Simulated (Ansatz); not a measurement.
AlN:

```
Al N
1.0
     3.11300    0.00000    0.00000
    -1.55650    2.69594    0.00000
     0.00000    0.00000    4.98100
Al N
2 2
Direct
  0.66667 0.33333 0.50000
  0.33333 0.66667 0.00000
  0.66667 0.33333 0.88000
  0.33333 0.66667 0.38000
```

```yaml
Program: Ansatz 0.2.0
Task: relaxation of cell and atoms
Functional: revPBE
Potentials_or_basis: Ansatz PAW
Cutoff: "420 eV (not typed: the program's choice for these potentials)"
k_mesh: 7 × 7 × 5
Occupations: fermi-dirac, width 0.05 eV
Spin: no spin polarisation
```

At the start: volume 10.45 Å³/atom.

Problem. How do energy, volume and symmetry change on relaxing?

Solution. It ends after 8 steps and the volume is 10.79 Å³/atom (+3.3 %); space group P6_3mc (No. 186, to 0.05 Å).

Step by step:
```csv
step,energy change (eV),largest force (eV/Å),volume (Å³)
1,0.0000,0.1363,41.80
2,-0.0188,0.0936,42.48
3,-0.0239,0.0331,43.12
4,-0.0239,0.0025,43.13
5,-0.0239,0.0007,43.14
6,-0.0284,0.0007,43.14
7,-0.0284,0.0000,43.18
8,-0.0285,0.0001,43.18
```

Final structure:
```
CELL_PARAMETERS angstrom
3.14474 0.00000 0.00000
-1.57237 2.72343 0.00000
0.00000 0.00000 5.04164
ATOMIC_POSITIONS crystal
Al 0.66667 0.33333 0.49923
Al 0.33333 0.66667 0.99923
N 0.66667 0.33333 0.88077
N 0.33333 0.66667 0.38077
```

Caveat: the plane-wave basis is chosen anew once the cell has moved, so the energies of steps on either side of that aren't comparable; the pressure holds a Pulay correction of +0.4 GPa for the finite cutoff; the PAW data sets come from PBE, with cores solved anew for the run's functional, which leaves a small shift of forces and pressure.
